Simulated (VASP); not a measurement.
# From an Ansatz input to VASP: SnO2 (strained fluorite)

Ansatz input

```yaml
crystal:
  lattice:
    - [-0.0187476556, 2.5334669704, 2.5334669704]
    - [2.5334669704, -0.0187476556, 2.5334669704]
    - [2.5147193148, 2.5147193148, 0.0]
  atoms:
    - { symbol: Sn, position: [0.0, 0.0, 0.0] }
    - { symbol: O, position: [0.2504051804, 0.2504051804, 0.2495948196] }
    - { symbol: O, position: [0.7495948196, 0.7495948196, 0.7504051804] }
kpoints:
  mp_grid: { grid: [8, 8, 8] }
  band_path:
    path:
      - [0.0, 0.0, 0.0]
      - [0.5, 0.0, 0.5]
      - [0.625, 0.25, 0.625]
      - [0.375, 0.375, 0.75]
      - [0.5, 0.5, 0.5]
      - [0.5, 0.25, 0.75]
    npoints: 1
hamiltonian:
  xc: r2scan
scf:
  occupations: { method: fixed }
  n_extra_bands: 4
output:
  forces: true
  stress: true
  eigenvalues: true
```

**Question.** Which VASP files do the same job?

**Answer.** 

INCAR

```
SIGMA = 0.01
ENCUT = 520
ISMEAR = 0
EDIFF = 1E-7
NBANDS = 20
LCHARG = .FALSE.
IBRION = -1
ISIF = 2
LWAVE = .FALSE.
NSW = 0
PREC = Accurate
LREAL = .FALSE.
NELM = 120
LASPH = .TRUE.
ALGO = Normal
METAGGA = R2SCAN
```

KPOINTS

```
KPOINTS created by Atomic Simulation Environment
0
Gamma
8 8 8
0 0 0
```

KPOINTS_OPT

```
special points
6
Reciprocal
0.0000000000 0.0000000000 0.0000000000 1
0.5000000000 0.0000000000 0.5000000000 1
0.6250000000 0.2500000000 0.6250000000 1
0.3750000000 0.3750000000 0.7500000000 1
0.5000000000 0.5000000000 0.5000000000 1
0.5000000000 0.2500000000 0.7500000000 1
```

POSCAR

```
Sn O
 1.0000000000000000
    -0.0187476556000000    2.5334669704000001    2.5334669704000001
     2.5334669704000001   -0.0187476556000000    2.5334669704000001
     2.5147193148000002    2.5147193148000002    0.0000000000000000
 Sn  O
   1   2
Cartesian
  0.0000000000000000  0.0000000000000000 -0.0000000000000000
  1.2573596574000001  1.2573596574000001  1.2687865076305600
  3.7720789721999997  3.7720789721999997  3.7981474331694405
```

VASP ran with the recommended PBE PAW datasets (26 valence electrons in the cell). Other inputs would serve too.

|  | Ansatz | VASP |
| --- | --- | --- |
| gap between bands v and c | 0.84 eV | 0.86 eV |
| least direct gap | 2.22 eV | 2.25 eV |
| pressure | 0.1 GPa | 1.4 GPa |

The two codes use different PAW datasets and cutoffs. VASP's cell holds 26 valence electrons and Ansatz's 26. Ansatz's stress includes a Pulay correction; VASP's doesn't.
